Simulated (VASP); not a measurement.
# KBr: single point with r2SCAN

Molecule: KBr, in a box.

```
K Br
1.0
    12.00000    0.00000    0.00000
     0.00000   10.00000    0.00000
     0.00000    0.00000   11.00000
K Br
1 1
Direct
  0.60210 0.45914 0.55867
  0.40006 0.54506 0.44751
```

```yaml
Program: VASP 6.6.1
Task: single point
Functional: r2SCAN
Potentials_or_basis: VASP PAW PBE potentials, release 64 (K_sv, Br)
Cutoff: 520 eV
k_mesh: 1 × 1 × 1
Occupations: gaussian, width 0.01 eV
Spin: no spin polarisation
Further_INCAR_settings: ALGO = Normal; EDIFF = 1e-06
```

The largest force is 0.015 eV/Å. The gap between the frontier levels is 3.90 eV.

Forces on the atoms (eV/Å):
```
K   -0.008 -0.012  0.005
Br   0.008  0.012 -0.005
```

Levels at points of the mesh, in eV from the valence-band top:
| k point | band 4 | band 5 | band 6 | band 7 | band 8 | band 9 | band 10 | band 11 | band 12 |
| --- | --- | --- | --- | --- | --- | --- | --- | --- | --- |
| (0.00, 0.00, 0.00) | -14.70 | -12.16 | -0.25 | 0.00 | 0.00 | 3.90 | 5.39 | 5.41 | 5.48 |

Wall time 8.8 min on 1 thread of Intel(R) Xeon(R) Platinum 8259CL CPU @ 2.50GHz (Skylake/Cascade Lake), with other jobs on the host, peak memory 1.3 GiB.

Caveat: the PAW data sets were made with another functional, which shifts forces and pressure a little. r2SCAN opens gaps a little over a GGA but as a rule still falls short of measured ones.
